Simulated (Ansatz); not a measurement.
## Worked example: C2H5BrSn + C2H4O2 → C2H6OSn + C2H3BrO

Species: C2H5BrSn `C[CH2][Sn][Br]`, singlet; C2H4O2 (acetic acid) `CC(=O)O`, singlet; C2H6OSn `C[CH2][Sn][OH]`, singlet; C2H3BrO (acetyl bromide) `CC(=O)Br`, singlet. The partners trade Br for OH: Sn–Br and C–OH bonds give way to Sn–OH and C–Br.

Shapes, held fixed at every level: PBE0-D4/def2-TZVP. Flexible molecules stand in one conformer, not always the lowest. Programs: Ansatz 0.2.0. The zero-point and thermal change to 298 K, harmonic and unscaled (PBE0-D4/def2-TZVP), is -7.1 kJ/mol.

At CCSD(T)/def2-TZVPP; 1 Eh = 2625.50 kJ/mol:

| species | energy (Eh) |
| --- | --- |
| C2H5BrSn | -2865.486357 |
| C2H4O2 | -228.759783 |
| C2H6OSn | -368.483166 |
| C2H3BrO | -2725.716413 |

Question: Work out ΔH(298 K) of the reaction at this level.

Answer: 
1. Products less reactants: (-368.483166) + (-2725.716413) − [(-2865.486357) + (-228.759783)] = 0.046561 Eh = +122.2 kJ/mol.
2. With the thermal change: +122.2 + (-7.1) = +115.1 kJ/mol.

Other levels give +112.1 (MP2/def2-TZVPP) to +150.3 kJ/mol (CCSD/def2-SVP). No measured value is set beside it here. For atoms past krypton def2 sets carry core potentials with scalar relativity. Relativity is left out for Br. Outer-core shells of Br, Sn are correlated, in sets that cover them unevenly.
